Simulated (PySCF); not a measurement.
## Propanoic Acid: calculation and literature

Structure with atom numbers: `[CH3:1][CH2:2][C:3](=[O:4])[OH:5]`; H(Xn) means a hydrogen on atom n.

- NMR shieldings at PBE0/pcSseg-2/GIAO
- structure optimised with PBE0-D3(BJ)/def2-TZVP
- code: PySCF 2.14
- non-relativistic, one computed conformer, one averaged value for each set of equivalent atoms, isolated molecule

Reference values: measured (solution, not stated per compound (mostly CDCl3 or CCl4); Pretsch, Buehlmann, Badertscher, Structure Determination of Organic Compounds, 4th ed. (2009)).
```tsv
atoms	quantity	reference	computed	computed, scaled
C2	δ ¹³C	28.5	28.6	25.5
C1	δ ¹³C	9.6	9.8	7.9
H(C2)	δ ¹H	2.36	2.40	2.39
H(C1)	δ ¹H	1.16	1.05	1.15
```

Computed shifts are σ(ref) − σ with the named reference compound (TMS for H and C) calculated as an isolated molecule at the same level. The measured values may be among those fitted. Empirical linear scaling, fitted to shifts measured mostly in CDCl3 for H and C (δ vs TMS): ¹³C: δ = 173.50 − 0.940σ (rms 2.1 ppm, 507 shifts, 2.1 ppm with the 1 outlier that the fit left out); ¹H: δ = 29.34 − 0.925σ (rms 0.15 ppm, 293 shifts, 0.16 ppm with the 4 outliers that the fit left out). A few per cent of atoms miss by over 2 rms, more outside the fitted compound classes. H not on carbon is unscaled (vs computed TMS).

**Question.** How far are the unscaled ¹³C shifts from the references?

**Answer.** Mean signed difference +0.15 ppm, mean absolute 0.15 ppm over 2 comparisons; the largest is +0.2 ppm at C1 (methyl carbon).

**Question.** How far are the unscaled ¹H shifts from the references?

**Answer.** Mean signed difference -0.03 ppm, mean absolute 0.07 ppm over 2 comparisons; the largest is -0.11 ppm at H(C1) (hydrogen on a methyl carbon).

4 of the 5 published NMR values on file for this molecule are compared. The rest: values whose atom or origin is in doubt.
